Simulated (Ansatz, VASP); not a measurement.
## SnSe in VASP and in Ansatz

INCAR

```
SYSTEM = SnSe
ALGO = Normal
EDIFF = 1E-7
ENCUT = 520
GGA = PE
ISIF = 2
ISMEAR = -1
IVDW = 13
LASPH = .TRUE.
LCHARG = .FALSE.
LREAL = .FALSE.
LWAVE = .FALSE.
NBANDS = 17
NELM = 80
PREC = Accurate
SIGMA = 0.05
```

File KPOINTS:

```
k-points
0
G
  8 8 8
  0 0 0
```

File POSCAR:

```
SnSe
1.0
    0.0000000000      3.0299343558      3.0299343558
    3.0299343558      0.0000000000      3.0299343558
    3.0299343558      3.0299343558      0.0000000000
Sn Se
1 1
Direct
    0.0000000000      0.0000000000      0.0000000000
    0.5000000000      0.5000000000      0.5000000000
```

File input.yaml:

```yaml
crystal:
  lattice:
    - [0.0, 3.0299343558, 3.0299343558]
    - [3.0299343558, 0.0, 3.0299343558]
    - [3.0299343558, 3.0299343558, 0.0]
  atoms:
    - { symbol: Sn, position: [0.0, 0.0, 0.0] }
    - { symbol: Se, position: [0.5, 0.5, 0.5] }
hamiltonian:
  xc: pbe
  pseudopotentials: { kind: paw }
  dispersion: d4
kpoints:
  mp_grid: { grid: [8, 8, 8] }
scf:
  occupations: { method: fermi_dirac, width: 0.05 }
output:
  forces: true
  stress: true
  eigenvalues: true
  write_density: true
  write_potential: true
  elf: true
  volumetric_format: npy
```

Measurements of this composition are mostly on another form, of space group No. 62.

Alike in both runs: task single point; functional PBE; dispersion D4; k mesh 8 × 8 × 8; occupations fermi-dirac, width 0.05 eV; no spin polarisation.

```csv
,VASP,Ansatz
version,VASP 6.6.1,Ansatz 0.2.0
potentials or method,"VASP PAW PBE potentials, release 64 (Sn_d, Se)",Ansatz PAW
plane-wave cutoff (eV),520,420
valence electrons in the cell,20,30
```

|  | VASP | Ansatz | Ansatz less VASP |
| --- | --- | --- | --- |
| gap on the k mesh at the Fermi level (eV) | 0.50 | 0.50 | -0.001 |
| least direct gap on the mesh (eV) | 0.50 | 0.50 | -0.001 |
| pressure (GPa) | -1.7 | -1.6 | +0.01 |
| dispersion energy (meV/atom) | -381.5 | -381.7 | -0.18 |

The two sets of potentials don't hold the same shells in valence.

Caveats: spin-orbit coupling is left out, which moves the levels of the heavy elements.
